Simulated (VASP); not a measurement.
# TaN (P6_3/mmc) in VASP: further runs

The runs below take TaN through relaxation of cell and atoms, with PBEsol+rVV10, RPBE+D3, RPBE+D3(BJ), RPBE+D4.

Everything below comes from runs of VASP 6.6.1. Logs are shortened: lines on timing, memory, paths and dates and some standing lists are left out, and cuts for length are marked.

## (1) Starting point

It takes space group P6_3/mmc (No. 194, hexagonal). The conventional cell has a = 2.922 Å, b = 2.922 Å, c = 5.917 Å, α = 90.00°, β = 90.00°, γ = 120.00°. Around Ta (site symmetry -3m) lie 6 N at 2.24 Å. N (site symmetry -6m2) has 6 Ta at 2.24 Å as nearest neighbours.

The cell comes from a database or a generator and needn't be the stable form of this composition.

## (2) Relaxation of cell and atoms, PBEsol+rVV10

INCAR reads:

```
SYSTEM = TaN
PREC = Accurate ; ENCUT = 600
EDIFF = 1E-6 ; ISMEAR = -1
SIGMA = 0.05 ; LREAL = .False.
LASPH = .True. ; NELM = 80
ALGO = Normal ; ISIF = 3
LWAVE = .False. ; LCHARG = .False.
GGA = PS ; LUSE_VDW = .True.
IVDW_NL = 2 ; BPARAM = 20.0
CPARAM = 0.0093 ; IBRION = 2
NSW = 60 ; EDIFFG = -0.005
```

KPOINTS reads:

```
regular mesh
0
Gamma
  10 10 5
  0 0 0
```

POSCAR reads:

```
TaN
1.0
    2.9217699809      0.0000000000      0.0000000000
   -1.4608849905      2.5303270275      0.0000000000
    0.0000000000      0.0000000000      5.9165150000
Ta N
2 2
Direct
    0.0000000000      0.0000000000      0.5000000000
    0.0000000000      0.0000000000      0.0000000000
    0.3333333333      0.6666666667      0.2500000000
    0.6666666667      0.3333333333      0.7500000000
```

Potentials or basis: VASP PAW PBE potentials, release 64 (Ta_pv, N).

On the command line:

```
$ cat potpaw_PBE.64/Ta_pv/POTCAR potpaw_PBE.64/N/POTCAR > POTCAR
$ mpirun -np 1 vasp_std > vasp.out
```

OUTCAR:

```text
SYSTEM = TaN
   PREC = Accurate
   ENCUT = 600
   EDIFF = 1E-6
   ISMEAR = -1
   LREAL = .False.
   LASPH = .True.
   NELM = 80
   ISIF = 3
   GGA = PS
   IVDW_NL = 2
   BPARAM = 20.0
   IBRION = 2
   NSW = 60
   EDIFFG = -0.005

 ion  position               nearest neighbor table
   1  0.000  0.000  0.500-   3 2.24   4 2.24   4 2.24   3 2.24   4 2.24   3 2.24   2 2.96   2 2.96

   2  0.000  0.000  0.000-   3 2.24   4 2.24   4 2.24   3 2.24   4 2.24   3 2.24   1 2.96   1 2.96

   3  0.333  0.667  0.250-   1 2.24   2 2.24   1 2.24   2 2.24   1 2.24   2 2.24
   4  0.667  0.333  0.750-   1 2.24   2 2.24   1 2.24   2 2.24   1 2.24   2 2.24

  LATTYP: Found a hexagonal cell.
 ALAT       =     2.9217699809
 C/A-ratio  =     2.0249763119

  Lattice vectors:

 A1 = (   2.9217699809,   0.0000000000,   0.0000000000)
 A2 = (  -1.4608849905,   2.5303270275,   0.0000000000)
 A3 = (   0.0000000000,   0.0000000000,   5.9165150000)

Analysis of symmetry for initial positions (statically):
=====================================================================
 Subroutine PRICEL returns:
 Original cell was already a primitive cell.

 Routine SETGRP: Setting up the symmetry group for a
 hexagonal supercell.

 Subroutine GETGRP returns: Found 24 space group operations
 (whereof 12 operations were pure point group operations)
 out of a pool of 24 trial point group operations.

The static configuration has the point symmetry D_3d.
 The point group associated with its full space group is D_6h.

Analysis of symmetry for dynamics (positions and initial velocities):
=====================================================================
 Subroutine PRICEL returns:
 Original cell was already a primitive cell.

 Routine SETGRP: Setting up the symmetry group for a
 hexagonal supercell.

 Subroutine GETGRP returns: Found 24 space group operations
 (whereof 12 operations were pure point group operations)
 out of a pool of 24 trial point group operations.

The dynamic configuration has the point symmetry D_3d.
 The point group associated with its full space group is D_6h.

 Subroutine INISYM returns: Found 24 space group operations
 (whereof 12 operations are pure point group operations),
 and found     1 'primitive' translations

----------------------------------------------------------------------------------------

                                     Primitive cell

  volume of cell :      43.7410

  direct lattice vectors                    reciprocal lattice vectors
     2.921769981  0.000000000  0.000000000     0.342258291  0.197602916  0.000000000
    -1.460884991  2.530327027  0.000000000     0.000000000  0.395205833  0.000000000
     0.000000000  0.000000000  5.916515000     0.000000000  0.000000000  0.169018417

  length of vectors
     2.921769981  2.921769981  5.916515000     0.395205833  0.395205833  0.169018417

  position of ions in fractional coordinates (direct lattice)
     0.000000000  0.000000000  0.500000000
     0.000000000  0.000000000  0.000000000
     0.333333333  0.666666667  0.250000000
     0.666666667  0.333333333  0.750000000

  ion indices of the primitive-cell ions
   primitive index   ion index
                 1           1
                 2           2
                 3           3
                 4           4

----------------------------------------------------------------------------------------

 KPOINTS: regular mesh

Automatic generation of k-mesh.
 Grid dimensions read from file:
 generate k-points for:   10   10    5

 Generating k-lattice:

  Cartesian coordinates                     Fractional coordinates (reciprocal lattice)
     0.034225829  0.019760292  0.000000000     0.100000000  0.000000000  0.000000000
     0.000000000  0.039520583  0.000000000     0.000000000  0.100000000  0.000000000
     0.000000000  0.000000000  0.033803683     0.000000000  0.000000000  0.200000000

  Length of vectors
     0.039520583  0.039520583  0.033803683

  Shift w.r.t. Gamma in fractional coordinates (k-lattice)
     0.000000000  0.000000000  0.000000000

 Subroutine IBZKPT returns following result:
 ===========================================

 Found     42 irreducible k-points:

 Following reciprocal coordinates:
            Coordinates               Weight
  0.000000  0.000000  0.000000      1.000000
  0.100000  0.000000  0.000000      6.000000
  0.200000  0.000000  0.000000      6.000000
  0.300000  0.000000  0.000000      6.000000
  0.400000  0.000000  0.000000      6.000000
  0.500000  0.000000  0.000000      3.000000
[... 16 lines left out ...]
  0.300000  0.100000  0.200000     24.000000
  0.400000  0.100000  0.200000     24.000000
 [... further k-points ...]
   k-points           NKPTS =     42   k-points in BZ     NKDIM =     42   number of bands    NBANDS=     20
   number of dos      NEDOS =    301   number of ions     NIONS =      4
   total plane-waves  NPLWV =  27648
   dimension x,y,z NGX =    24 NGY =   24 NGZ =   48
   dimension x,y,z NGXF=    48 NGYF=   48 NGZF=   96
   ions per type =               2   2
   NGX,Y,Z   is equivalent  to a cutoff of  13.66, 13.66, 13.49 a.u.
   NGXF,Y,Z  is equivalent  to a cutoff of  27.31, 27.31, 26.97 a.u.
 SYSTEM =  TaN
   PREC   = accura    normal or accurate (medium, high low for compatibility)
   ISTART =      0    job   : 0-new  1-cont  2-samecut
   ICHARG =      2    charge: 1-file 2-atom 10-const
   ISPIN  =      1    spin polarized calculation?
   LNONCOLLINEAR =      F non collinear calculations
   LSORBIT =      F    spin-orbit coupling
   LASPH  =      T    aspherical Exc in radial PAW
   ENCUT  =  600.0 eV  44.10 Ry    6.64 a.u.   5.84  5.84 11.82*2*pi/ulx,y,z
   NELM   =     80;   NELMIN=  2; NELMDL= -5     # of ELM steps
   EDIFF  = 0.1E-05   stopping-criterion for ELM
   LREAL  =      F    real-space projection
   EDIFFG = -.5E-02   stopping-criterion for IOM
   NSW    =     60    number of steps for IOM
   IBRION =      2    ionic relax: 0-MD 1-quasi-New 2-CG
   NFREE  =      1    steps in history (QN), initial steepest desc. (CG)
   ISIF   =      3    stress and relaxation
   ISYM   =      2    0-nonsym 1-usesym 2-fastsym
   POTIM  = 0.5000    time-step for ionic-motion
   TEBEG  =    0.0;   TEEND  =   0.0 temperature during run
   PSTRESS=    0.0 pullay stress
   NELECT =      32.0000    total number of electrons
   NUPDOWN=      -1.0000    fix difference up-down
   EMIN   =  10.00;   EMAX   =-10.00  energy-range for DOS
   EFERMI =   0.00;   METHOD = LEGACY
   ISMEAR =    -1;   SIGMA  =   0.05  broadening in eV -4-tet -1-fermi 0-gaus
   EFERMI_NEDOS =   21; number of points for ismear=-14 and -15
   IALGO  =     38    algorithm
   IMIX   =      4    mixing-type and parameters
     AMIX     =   0.40;   BMIX     =  1.00
     AMIX_MAG =   1.60;   BMIX_MAG =  1.00
  volume/ion in A,a.u.               =      10.94        73.79
  Fermi-wavevector in a.u.,A,eV,Ry     =   1.475124  2.787581 29.606163  2.175992
  Thomas-Fermi vector in A             =   2.589812
   LORBIT       =      0    0 simple, 1 ext, 2 COOP (PROOUT), +10 PAW based schemes
   GGA     = PS    functional components
   LHFCALC =     F    Hartree Fock is set to
   AEXX    =    0.0000 exact exchange contribution
   IVDW_NL    =     2    kernel type
   BPARAM     =20.0000
   IVDW    =     0    specifies the selected vdW correction
   LEPSILON=     F    determine dielectric tensor
   LRPA    =     F    only Hartree local field effects (RPA)
 conjugate gradient relaxation of ions
 non-spin polarized calculation
  energy-cutoff  :      600.00
  volume of cell :       43.74
 maximum number of plane-waves:      1476
 NGX is ok and might be reduce to    24
   NGX = 11   NGY = 11   NGZ = 23

--------------------------------------- Ionic step        1  -------------------------------------------

 number of electron      32.0000005 magnetization

 Free energy of the ion-electron system (eV)
  ---------------------------------------------------
  ext. energy  EPLUGINS =         0.00000000
  ---------------------------------------------------
  free energy    TOTEN  =       -46.53110662 eV

  energy without entropy =      -46.52102708  energy(sigma->0) =      -46.52606685

------------------------ aborting loop because EDIFF is reached ----------------------------------------

  FORCE on cell =-STRESS in cart. coord.  units (eV):
  Direction    XX          YY          ZZ          XY          YZ          ZX
  --------------------------------------------------------------------------------------
  -------------------------------------------------------------------------------------
  Total       -2.7703221     -2.7703221     -3.0070854      0.0000000     -0.0000000      0.0000000
  in kB     -101.4733959   -101.4733959   -110.1457372      0.0000000     -0.0000000      0.0000000
  external PRESSURE =    -104.3641763 kB  Pullay stress =       0.0000000 kB

 VOLUME and BASIS-vectors are now :
 -----------------------------------------------------------------------------
  energy-cutoff  :      600.00
  volume of cell :       43.74
      direct lattice vectors                 reciprocal lattice vectors
     2.921769981  0.000000000  0.000000000     0.342258291  0.197602916  0.000000000
    -1.460884991  2.530327027  0.000000000     0.000000000  0.395205833  0.000000000
     0.000000000  0.000000000  5.916515000     0.000000000  0.000000000  0.169018417
[... 267 lines left out ...]
 POSITION                                       TOTAL-FORCE (eV/Angst)
 -----------------------------------------------------------------------------------
      1.44564      2.50393      2.93057         0.000000     -0.000000      0.000000
      1.44564      2.50393     -0.00000         0.000000     -0.000000      0.000000
     -0.00000      1.66928      1.46528        -0.000000      0.000000      0.000000
      1.44564      0.83464      4.39585         0.000000      0.000000     -0.000000
 -----------------------------------------------------------------------------------
    total drift:                                0.000000      0.000000     -0.000000

  FREE ENERGIE OF THE ION-ELECTRON SYSTEM (eV)
  ---------------------------------------------------
  free  energy   TOTEN  =       -46.5761707470 eV

  energy  without entropy=      -46.5663340904  energy(sigma->0) =      -46.57125242

--------------------------------------- Ionic step        9  -------------------------------------------

 number of electron      31.9999998 magnetization

 Free energy of the ion-electron system (eV)
  ---------------------------------------------------
  ext. energy  EPLUGINS =         0.00000000
  ---------------------------------------------------
  free energy    TOTEN  =       -46.57621172 eV

  energy without entropy =      -46.56638187  energy(sigma->0) =      -46.57129680

 E-fermi :   8.2623     XC(G=0): -13.6086

 val. band max:        8.2181508596   @ k =   0.1000   0.1000   0.4000
 cond. band min:       8.2737096050   @ k =   0.1000   0.0000   0.2000
 fundamental gap:      0.0555587454
 Fermi energy:         8.2623113563

 k-point     1 :       0.0000    0.0000    0.0000
  band No.  band energies     occupation
      1     -27.2806      2.00000
      2     -26.4403      2.00000
      3     -26.1590      2.00000
      4     -26.1590      2.00000
      5     -26.0904      2.00000
      6     -26.0904      2.00000
[... 12 lines left out ...]
     19       8.8312      0.00002
     20      10.7166      0.00000
[... 507 lines left out ...]
 k-point    24 :       0.4000    0.1000    0.2000
  band No.  band energies     occupation
      1     -27.2862      2.00000
      2     -27.1629      2.00000
      3     -26.9096      2.00000
      4     -26.4918      2.00000
      5     -26.4179      2.00000
      6     -26.3350      2.00000
[... 12 lines left out ...]
     19      12.3728      0.00000
     20      13.2359      0.00000

 [... further k-points ...]
[... 5 lines left out ...]
  --------------------------------------------------------------------------------------
  -------------------------------------------------------------------------------------
  Total       -0.0013286     -0.0013286     -0.0042151      0.0000000     -0.0000000      0.0000000
  in kB       -0.0502141     -0.0502141     -0.1593115      0.0000000     -0.0000000      0.0000000
  external PRESSURE =      -0.0865799 kB  Pullay stress =       0.0000000 kB

 VOLUME and BASIS-vectors are now :
 -----------------------------------------------------------------------------
  energy-cutoff  :      600.00
  volume of cell :       42.39
      direct lattice vectors                 reciprocal lattice vectors
     2.890386328  0.000000000 -0.000000000     0.345974512  0.199748478  0.000000000
    -1.445193164  2.503147987  0.000000000    -0.000000000  0.399496956  0.000000000
    -0.000000000 -0.000000000  5.859037007     0.000000000  0.000000000  0.170676512

 POSITION                                       TOTAL-FORCE (eV/Angst)
 -----------------------------------------------------------------------------------
     -0.00000     -0.00000      2.92952        -0.000000      0.000000      0.000000
     -0.00000     -0.00000      0.00000        -0.000000     -0.000000      0.000000
     -0.00000      1.66877      1.46476        -0.000000      0.000000      0.000000
      1.44519      0.83438      4.39428         0.000000     -0.000000     -0.000000
 -----------------------------------------------------------------------------------
    total drift:                               -0.000000      0.000000     -0.000000

  FREE ENERGIE OF THE ION-ELECTRON SYSTEM (eV)
  ---------------------------------------------------
  free  energy   TOTEN  =       -46.5762117250 eV

  energy  without entropy=      -46.5663818717  energy(sigma->0) =      -46.57129680

 reached required accuracy - stopping structural energy minimisation
```

It took 3.4 min on 1 thread of Intel Xeon 6975P-C (Granite Rapids), shared host; peak memory 0.31 GiB.

Results:

- Free energy: -46.5762 eV
- Relaxed volume: 10.60 Å³/atom
- Relaxed cell: a = 2.890 Å, b = 2.890 Å, c = 5.859 Å, α = 90.00°, β = 90.00°, γ = 120.00°
- Space group after relaxing (to 0.05 Å): P6_3/mmc (No. 194)
- Energy gained by relaxing: 11.3 meV/atom
- Ionic steps: 9
- Pressure after relaxing: 0.0 GPa
- Band gap on the k mesh: none (metal or under the smearing width)

The path:
```csv
step,energy change (eV),largest force (eV/Å),pressure (GPa),volume (Å³)
1,0.0000,0.0000,-10.44,43.74
2,0.2309,0.0000,31.15,39.38
3,-0.0449,0.0000,-0.32,42.44
4,-0.0449,0.0000,-0.07,42.41
5,-0.0449,0.0000,0.16,42.38
6,-0.0450,0.0000,0.22,42.36
7,-0.0451,0.0000,0.20,42.37
8,-0.0451,0.0000,-0.30,42.43
9,-0.0451,0.0000,-0.01,42.39
```

Final structure:
```
Ta N
1.0
     2.89039    0.00000    0.00000
    -1.44519    2.50315    0.00000
     0.00000    0.00000    5.85904
Ta N
2 2
Direct
  0.00000 0.00000 0.50000
  0.00000 0.00000 0.00000
  0.33333 0.66667 0.25000
  0.66667 0.33333 0.75000
```

Levels at points of the mesh, in eV from the Fermi level:
| k point | band 14 | band 15 | band 16 | band 17 | band 18 | band 19 |
| --- | --- | --- | --- | --- | --- | --- |
| (0.00, 0.00, 0.00) | -1.98 | -1.98 | -0.25 | -0.25 | 0.57 | 0.57 |
| (0.50, 0.00, 0.00) | -3.86 | -2.81 | -2.21 | 2.93 | 4.20 | 5.05 |

Caveat: the PAW data sets were made with another functional, which shifts forces and pressure a little; pairwise dispersion overbinds metals, which lowers pressure and volume.

## (3) Relaxation of cell and atoms, RPBE+D3

INCAR reads:

```
SYSTEM = TaN
ALGO = Fast
EDIFF = 1E-7
EDIFFG = -0.01
ENCUT = 600
GGA = RP
IBRION = 2
ISIF = 3
ISMEAR = -1
IVDW = 11
LASPH = .True.
LCHARG = .False.
LREAL = .False.
LWAVE = .False.
NELM = 60
NSW = 40
PREC = Accurate
SIGMA = 0.05
```

KPOINTS reads:

```
k-points
0
Gamma
  10 10 5
  0 0 0
```

POSCAR is that of step 2.

Potentials or basis: VASP PAW PBE potentials, release 64 (Ta_pv, N).

On the command line:

```
$ cat potpaw_PBE.64/Ta_pv/POTCAR potpaw_PBE.64/N/POTCAR > POTCAR
$ mpirun -np 1 vasp_std > vasp.out
```

It took 85 s on 1 thread of Intel Xeon 6975P-C (Granite Rapids), shared host; peak memory 0.21 GiB.

It converged, with:

```yaml
Free_energy: -44.0963 eV
Relaxed_volume: 10.78 Å³/atom
Relaxed_cell: a = 2.900 Å, b = 2.900 Å, c = 5.921 Å, α = 90.00°, β = 90.00°, γ = 120.00°
Space_group_after_relaxing_to_0.05_Å: P6_3/mmc (No. 194)
Energy_gained_by_relaxing: 2.9 meV/atom
Ionic_steps: 5
Pressure_after_relaxing: 0.0 GPa
Band_gap_on_the_k_mesh: none (metal or under the smearing width)
Dispersion_energy_per_atom: -0.543 eV
```

Stress tensor (GPa, compression positive):
```
-0.05  0.00  0.00
 0.00 -0.05  0.00
 0.00  0.00  0.03
```

Step by step:
| step | energy change (eV) | largest force (eV/Å) | pressure (GPa) | volume (Å³) |
| --- | --- | --- | --- | --- |
| 1 | 0.0000 | 0.0000 | -4.37 | 43.74 |
| 2 | 0.0287 | 0.0000 | 10.34 | 41.88 |
| 3 | -0.0110 | 0.0000 | 0.40 | 43.09 |
| 4 | -0.0111 | 0.0000 | -0.42 | 43.17 |
| 5 | -0.0116 | 0.0000 | -0.02 | 43.13 |

Final structure:
```
CELL_PARAMETERS angstrom
2.90036 0.00000 0.00000
-1.45018 2.51178 0.00000
0.00000 0.00000 5.92060
ATOMIC_POSITIONS crystal
Ta 0.00000 0.00000 0.50000
Ta 0.00000 0.00000 0.00000
N 0.33333 0.66667 0.25000
N 0.66667 0.33333 0.75000
```

Levels at points of the mesh, in eV from the Fermi level:
| k point | band 14 | band 15 | band 16 | band 17 | band 18 | band 19 |
| --- | --- | --- | --- | --- | --- | --- |
| (0.00, 0.00, 0.00) | -1.95 | -1.95 | -0.22 | -0.22 | 0.63 | 0.63 |
| (0.50, 0.00, 0.00) | -3.74 | -2.78 | -2.22 | 2.89 | 4.05 | 4.98 |

Caveat: the PAW data sets were made with another functional, which shifts forces and pressure a little; pairwise dispersion overbinds metals, which lowers pressure and volume.

(Part 1 of 2 ends here.)
